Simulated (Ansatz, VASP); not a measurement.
One calculation of Ti2B, two programs

```xyz
3
Lattice="0.0000 2.7227 2.7227 2.7227 0.0000 2.7227 2.7227 2.7227 0.0000" Properties=species:S:1:pos:R:3 pbc="T T T"
Ti    1.3613    1.3613    1.3613
Ti    4.0840    4.0840    4.0840
B     0.0000    0.0000    0.0000
```

Change from the starting cell: species swapped into the Al2Pd type (Fm-3m, No. 225).

Alike in both runs: task relaxation of cell and atoms; functional PBE; k mesh 14 × 14 × 14; occupations gaussian, width 0.1 eV; no spin polarisation.

```csv
,VASP,Ansatz
version,VASP 6.6.1,Ansatz 0.2.0
potentials or method,"VASP PAW PBE potentials, release 64 (Ti_sv, B)","scalar-relativistic, plane waves, PAW"
plane-wave cutoff (eV),600,420
valence electrons in the cell,27,27
```

```tsv
	VASP	Ansatz	Ansatz less VASP
gap on the k mesh at the Fermi level, each at its own relaxed structure (eV)	none	none	-
relaxed volume (Å³/atom)	13.53	13.54	+0.008
relaxed cell length with the largest relative difference (Å)	3.857	3.858	+0.0008
```

A gap of «none» marks a metal or a gap that the smearing closes.
